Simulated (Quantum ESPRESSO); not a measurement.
A run of Quantum ESPRESSO 7.5:

pw.in

```
&CONTROL
  calculation = 'scf'
  prefix = 'pwscf'
  outdir = './tmp'
  pseudo_dir = './pseudo'
  tprnfor = .true.
  tstress = .true.
  disk_io = 'low'
/
&SYSTEM
  ibrav = 0
  A = 2.84822611
  nat = 2
  ntyp = 2
  ecutwfc = 45
  ecutrho = 360
  nbnd = 10
  occupations = 'smearing'
  smearing = 'fd'
  degauss = 0.00367493
/
&ELECTRONS
  conv_thr = 4d-10
  electron_maxstep = 120
  mixing_beta = 0.5
/
ATOMIC_SPECIES
F     18.9984 f_lda_v1.4.uspp.F.UPF
Li     6.9400 li_lda_v1.4.uspp.F.UPF
CELL_PARAMETERS alat
   0.0000000000    0.7071067823    0.7071067823
   0.7071067823    0.0000000000    0.7071067823
   0.7071067823    0.7071067823    0.0000000000
ATOMIC_POSITIONS alat
F      0.7071067823    0.7071067823    0.7071067823
Li     0.0000000000    0.0000000000    0.0000000000
K_POINTS automatic
6 6 6 0 0 0
```

File scf2.in:

```
&CONTROL
  calculation = 'scf'
  prefix = 'pwscf'
  outdir = './tmp'
  pseudo_dir = './pseudo'
  tprnfor = .true.
  tstress = .true.
  disk_io = 'low'
/
&SYSTEM
  ibrav = 0
  A = 2.84822611
  nat = 2
  ntyp = 2
  ecutwfc = 45
  ecutrho = 360
  nbnd = 10
  occupations = 'fixed'
/
&ELECTRONS
  conv_thr = 1d-13
  electron_maxstep = 120
  mixing_beta = 0.5
  startingpot = 'file'
  startingwfc = 'file'
/
ATOMIC_SPECIES
F     18.9984 f_lda_v1.4.uspp.F.UPF
Li     6.9400 li_lda_v1.4.uspp.F.UPF
CELL_PARAMETERS alat
   0.0000000000    0.7071067823    0.7071067823
   0.7071067823    0.0000000000    0.7071067823
   0.7071067823    0.7071067823    0.0000000000
ATOMIC_POSITIONS alat
F      0.7071067823    0.7071067823    0.7071067823
Li     0.0000000000    0.0000000000    0.0000000000
K_POINTS automatic
6 6 6 0 0 0
```

Contents of ph.in:

```
dielectric of LiF
&INPUTPH
  prefix = 'pwscf'
  outdir = './tmp'
  tr2_ph = 1d-18
  fildyn = 'dyn'
  niter_ph = 90
  alpha_mix(1) = 0.7
  epsil = .true.
  trans = .false.
  zeu = .true.
/
0.0000000000 0.0000000000 0.0000000000
```

Potentials or basis: GBRV 1.5 LDA.

Command:

```sh
$ OMP_NUM_THREADS=1 pw.x -in pw.in > pw.out
$ OMP_NUM_THREADS=1 pw.x -in scf2.in > scf2.out
$ OMP_NUM_THREADS=1 ph.x -in ph.in > ph.out
```

Hardware: 1 thread of Arm Neoverse V1, with other jobs on the host.

How long does it take, and how much memory?

It took 12 s on 1 thread of Arm Neoverse V1, with other jobs on the host, peak memory 0.05 GiB. Counts: scf iterations 11, k pools 1, bands 10, k points 16, g dense 12675.
